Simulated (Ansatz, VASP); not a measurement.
## HfN in VASP and in Ansatz

File INCAR:

```
SYSTEM = HfN
PREC = Accurate ; ENCUT = 520
EDIFF = 1E-6 ; ISMEAR = 0
SIGMA = 0.15 ; LREAL = .FALSE.
LASPH = .TRUE. ; NELM = 80
ALGO = Normal ; ISIF = 2
LWAVE = .FALSE. ; LCHARG = .FALSE.
GGA = PE ; NBANDS = 14
```

The input KPOINTS:

```
Automatic mesh
0
G
  16 16 16
  0 0 0
```

File POSCAR:

```
HfN
1.0
    0.0000000000      2.3267939086      2.2738140414
    2.2738140414      0.0000000000      2.2738140414
    2.2738140414      2.3267939086      0.0000000000
Hf N
1 1
Direct
    0.0013390996     -0.0013390996      0.0013390996
    0.4829361596      0.5170638404      0.4829361596
```

Input for Ansatz:

```yaml
crystal:
  lattice:
    - [0.0, 2.3267939086, 2.2738140414]
    - [2.2738140414, 0.0, 2.2738140414]
    - [2.2738140414, 2.3267939086, 0.0]
  atoms:
    - { symbol: Hf, position: [0.0013390996, -0.0013390996, 0.0013390996] }
    - { symbol: "N", position: [0.4829361596, 0.5170638404, 0.4829361596] }
basis:
  ecutwfc: 520.0
kpoints:
  mp_grid: { grid: [16, 16, 16] }
hamiltonian:
  xc: pbe
  pseudopotentials: { kind: paw, azcp: { folder: soft_1 } }
scf:
  occupations: { method: gaussian, width: 0.15 }
output:
  forces: true
  stress: true
  eigenvalues: true
  write_density: true
  write_potential: true
  elf: true
  volumetric_format: npy
```

Change from the starting cell: mode 5 frozen in at -0.078 Å, normal strain along y +0.0233.

Alike in both runs: task single point; functional PBE; k mesh 16 × 16 × 16; occupations gaussian, width 0.15 eV; no spin polarisation.

|  | VASP | Ansatz |
| --- | --- | --- |
| version | VASP 6.6.1 | Ansatz 0.2.0 |
| potentials or method | VASP PAW PBE potentials, release 64 (Hf_pv, N) | scalar-relativistic, plane waves, PAW |
| plane-wave cutoff (eV) | 520 | 520 |
| valence electrons in the cell | 15 | 31 |

Ansatz gave:

```
gap on the k mesh at the Fermi level (eV)       : none
pressure (GPa)                                  : -4.7
largest component of the traceless stress (GPa) : 4.67
rms of the force components (eV/Å)              : 0.406
```

**Question.** What did VASP give for the same quantities?

**Answer.** gap on the k mesh at the Fermi level (eV): none; pressure (GPa): -7.0; largest component of the traceless stress (GPa): 4.61; rms of the force components (eV/Å): 0.406.

Atom by atom the forces differ by 0.001 eV/Å (rms over components). A gap of «none» marks a metal or a gap that the smearing closes. With one functional, cell and mesh, what is left measures potentials, basis and numerics. The two sets of potentials don't hold the same shells in valence.

The runs have no spin-orbit coupling, so splittings on Hf are missing.
